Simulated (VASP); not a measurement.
# VASP 6.6.1, PBE single-point calculation, BaTiO₃ (strained cubic perovskite)

INCAR

```
IBRION = -1
LREAL = .FALSE.
ISIF = 2
LWAVE = .FALSE.
NSW = 0
NBANDS = 28
ISMEAR = -1
EDIFF = 1E-7
SIGMA = 0.02
GGA = PE
LASPH = .TRUE.
ENCUT = 520
NELM = 120
LCHARG = .FALSE.
PREC = Accurate
```

KPOINTS

```
KPOINTS created by Atomic Simulation Environment
0
Gamma
6 6 6
0 0 0
```

KPOINTS_OPT

```
special points
4
Reciprocal
0.0000000000 0.0000000000 0.0000000000 1
0.0000000000 0.5000000000 0.0000000000 1
0.5000000000 0.5000000000 0.0000000000 1
0.5000000000 0.5000000000 0.5000000000 1
```

POSCAR

```
Ba Ti O
 1.0000000000000000
     3.8742736247999998    0.0000000000000000    0.0000000000000000
     0.0000000000000000    3.8742736247999998    0.0000000000000000
     0.0000000000000000    0.0000000000000000    3.8742736247999998
 Ba  Ti  O
   1   1   3
Cartesian
  0.0000000000000000  0.0000000000000000  0.0000000000000000
  1.9371368123999997  1.9371368123999997  1.9371368123999997
  1.9371368123999997  1.9371368123999997  0.0000000000000000
  1.9371368123999997  0.0000000000000000  1.9371368123999997
  0.0000000000000000  1.9371368123999997  1.9371368123999997
```

VASP ran with the recommended PBE PAW datasets (40 valence electrons in the cell).

Command

```
mpirun -np 1 vasp_std
```

From OUTCAR

```
k-points           NKPTS =     20   k-points in BZ     NKDIM =     20   number of bands    NBANDS=     28

   NELECT =      40.0000    total number of electrons

   dimension x,y,z NGX =    30 NGY =   30 NGZ =   30
   dimension x,y,z NGXF=    60 NGYF=   60 NGZF=   60

  energy-cutoff  :      520.00
  volume of cell :       58.15
      direct lattice vectors                 reciprocal lattice vectors
     3.874273625  0.000000000  0.000000000     0.258112900  0.000000000  0.000000000
     0.000000000  3.874273625  0.000000000     0.000000000  0.258112900  0.000000000
     0.000000000  0.000000000  3.874273625     0.000000000  0.000000000  0.258112900

 k-points in reciprocal lattice and weights: KPOINTS created by Atomic Simulation Env
   0.00000000  0.00000000  0.00000000       0.005
   0.16666667  0.00000000  0.00000000       0.028
   0.33333333  0.00000000  0.00000000       0.028
   0.50000000  0.00000000  0.00000000       0.014
   0.16666667  0.16666667  0.00000000       0.056
   0.33333333  0.16666667  0.00000000       0.111
   0.50000000  0.16666667  0.00000000       0.056
   0.33333333  0.33333333  0.00000000       0.056
   ...

 E-fermi :   5.1676

 k-point     1 :       0.0000    0.0000    0.0000
  band No.  band energies     occupation
      1     -51.5916      2.00000
      2     -27.8644      2.00000
      3     -27.8644      2.00000
      4     -27.8644      2.00000
      5     -20.0062      2.00000
      6     -12.4702      2.00000
      7     -11.8539      2.00000
      8     -11.8539      2.00000
      9      -5.2016      2.00000
     10      -5.2016      2.00000
     11      -5.2016      2.00000
     12       2.4132      2.00000
     13       2.4132      2.00000
     14       2.4132      2.00000
     15       3.3664      2.00000
     16       3.3664      2.00000
     17       3.3664      2.00000
     18       4.5870      2.00000
     19       4.5870      2.00000
     20       4.5870      2.00000
     21       6.5559      0.00000
     22       6.5559      0.00000
     23       6.5559      0.00000
     24       9.2100      0.00000
     25       9.2100      0.00000
     26       9.7979      0.00000
     27       9.7979      0.00000
     28      13.1538      0.00000

 k-point     2 :       0.1667    0.0000    0.0000
  band No.  band energies     occupation
      1     -51.5911      2.00000
      2     -27.8862      2.00000
      3     -27.8635      2.00000
      4     -27.8635      2.00000
      5     -19.9568      2.00000
      6     -12.5358      2.00000
      7     -11.8417      2.00000
      8     -11.7933      2.00000
      9      -5.1458      2.00000
     10      -5.1458      2.00000
     11      -5.0396      2.00000
     12       1.8826      2.00000
     13       2.2832      2.00000
     14       2.2832      2.00000
     15       3.0565      2.00000
     16       3.0565      2.00000
     17       3.0819      2.00000
     18       3.8957      2.00000
     19       4.3750      2.00000
     20       4.3750      2.00000
     21       6.6054      0.00000
     22       7.1697      0.00000
     23       7.1697      0.00000
     24       9.2307      0.00000
     25       9.9762      0.00000
     26      10.3580      0.00000
     27      10.4171      0.00000
     28      13.7695      0.00000

 k-point     3 :       0.3333    0.0000    0.0000
  band No.  band energies     occupation
      1     -51.5902      2.00000
      2     -27.9292      2.00000
      3     -27.8618      2.00000
      4     -27.8618      2.00000
      5     -19.8545      2.00000
      6     -12.7828      2.00000
      7     -11.8165      2.00000
      8     -11.5216      2.00000
      9      -5.0282      2.00000
     10      -5.0282      2.00000
     11      -4.7198      2.00000
     12       0.8504      2.00000
     13       1.8741      2.00000
     14       1.8741      2.00000
     15       2.5996      2.00000
     16       2.7609      2.00000
     17       2.7609      2.00000
     18       2.9447      2.00000
     19       4.0596      2.00000
     20       4.0596      2.00000
     21       6.7088      0.00000
     22       8.1673      0.00000
     23       8.1673      0.00000
     24       9.2436      0.00000
     25      11.0962      0.00000
     26      11.5073      0.00000
     27      11.8480      0.00000
     28      13.3513      0.00000

 k-point     4 :       0.5000    0.0000    0.0000
  band No.  band energies     occupation
      1     -51.5898      2.00000
      2     -27.9505      2.00000
      3     -27.8609      2.00000
      4     -27.8609      2.00000
      5     -19.8015      2.00000
      6     -12.9246      2.00000
      7     -11.8040      2.00000
      8     -11.3495      2.00000
      9      -4.9660      2.00000
     10      -4.9660      2.00000
     11      -4.5602      2.00000
     12       0.3520      2.00000
     13       1.6404      2.00000
     14       1.6404      2.00000
     15       2.3888      2.00000
     16       2.5650      2.00000
     17       2.6872      2.00000
     18       2.6872      2.00000
     19       3.9290      2.00000
     20       3.9290      2.00000
     21       6.7628      0.00000
     22       8.6211      0.00000
     23       8.6211      0.00000
     24       9.2473      0.00000
     25      11.5430      0.00000
     26      12.1146      0.00000
     27      12.7852      0.00000
     28      13.2279      0.00000

 k-point     5 :       0.1667    0.1667    0.0000
  band No.  band energies     occupation
      1     -51.5907      2.00000
      2     -27.8858      2.00000
      3     -27.8844      2.00000
      4     -27.8627      2.00000
      5     -19.9123      2.00000
      6     -12.5269      2.00000
      7     -11.8191      2.00000
      8     -11.7891      2.00000
      9      -5.1972      2.00000
     10      -5.0860      2.00000
     11      -4.8780      2.00000
     12       1.5709      2.00000
     13       1.9903      2.00000
     14       2.2166      2.00000
     15       2.4313      2.00000
     16       2.7384      2.00000
     17       3.4013      2.00000
     18       3.4679      2.00000
     19       4.1197      2.00000
     20       4.2280      2.00000
     21       7.1278      0.00000
     22       7.2701      0.00000
     23       7.4682      0.00000
     24       9.6105      0.00000
     25      10.4266      0.00000
     26      10.8303      0.00000
     27      10.9842      0.00000
     28      13.8019      0.00000

 k-point     6 :       0.3333    0.1667    0.0000
  band No.  band energies     occupation
      1     -51.5898      2.00000
      2     -27.9277      2.00000
      3     -27.8829      2.00000
      4     -27.8610      2.00000
      5     -19.8203      2.00000
      6     -12.6611      2.00000
      7     -11.7849      2.00000
      8     -11.5900      2.00000
      9      -5.1235      2.00000
     10      -4.9593      2.00000
     11      -4.7479      2.00000
     12       0.7489      2.00000
     13       1.5978      2.00000
     14       1.7908      2.00000
     15       1.8650      2.00000
     16       2.4423      2.00000
     17       2.9442      2.00000
     18       3.4073      2.00000
     19       3.7496      2.00000
     20       3.9884      2.00000
     21       7.2600      0.00000
     22       8.1803      0.00000
     23       8.2291      0.00000
     24       9.7309      0.00000
     25      11.4817      0.00000
     26      11.8270      0.00000
     27      12.3974      0.00000
     28      13.8106      0.00000

 k-point     7 :       0.5000    0.1667    0.0000
  band No.  band energies     occupation
      1     -51.5893      2.00000
      2     -27.9488      2.00000
      3     -27.8819      2.00000
      4     -27.8601      2.00000
      5     -19.7728      2.00000
      6     -12.7679      2.00000
      7     -11.7664      2.00000
      8     -11.4369      2.00000
      9      -5.0402      2.00000
     10      -4.8920      2.00000
     11      -4.7376      2.00000
     12       0.2943      2.00000
     13       1.4000      2.00000
     14       1.5720      2.00000
     15       1.6265      2.00000
     16       2.3912      2.00000
     17       2.7913      2.00000
     18       3.5096      2.00000
     19       3.5986      2.00000
     20       3.7158      2.00000
     21       7.2994      0.00000
     22       8.6234      0.00000
     23       8.6542      0.00000
     24       9.7432      0.00000
     25      11.9271      0.00000
     26      12.4166      0.00000
     27      13.3524      0.00000
     28      13.7347      0.00000

 ...

  Total        9.2841770      9.2841770      9.2841770      0.0000000     -0.0000000      0.0000000
  in kB      255.7897422    255.7897422    255.7897422      0.0000000     -0.0000000      0.0000000
  external PRESSURE =     255.7897422 kB  Pullay stress =       0.0000000 kB

 POSITION                                       TOTAL-FORCE (eV/Angst)
 -----------------------------------------------------------------------------------
      0.00000      0.00000      0.00000         0.000000      0.000000      0.000000
      1.93714      1.93714      1.93714         0.000000      0.000000      0.000000
      1.93714      1.93714      0.00000         0.000000      0.000000      0.000000
      1.93714      0.00000      1.93714         0.000000      0.000000      0.000000
      0.00000      1.93714      1.93714         0.000000      0.000000      0.000000
 -----------------------------------------------------------------------------------
    total drift:                                0.000000      0.000000     -0.000000

  FREE ENERGIE OF THE ION-ELECTRON SYSTEM (eV)
  ---------------------------------------------------
  free  energy   TOTEN  =       -39.4446100045 eV

  energy  without entropy=      -39.4446100045  energy(sigma->0) =      -39.44461000
```

- gap between bands v and c: 1.93 eV
- least direct gap: 1.97 eV
- pressure: 25.6 GPa

Band v is the last that the valence electrons fill when counted band by band, and c is the next.

The run took about 41 s on one core of a shared host (Intel Xeon Platinum 8488C) and held 0.2 GiB at most.
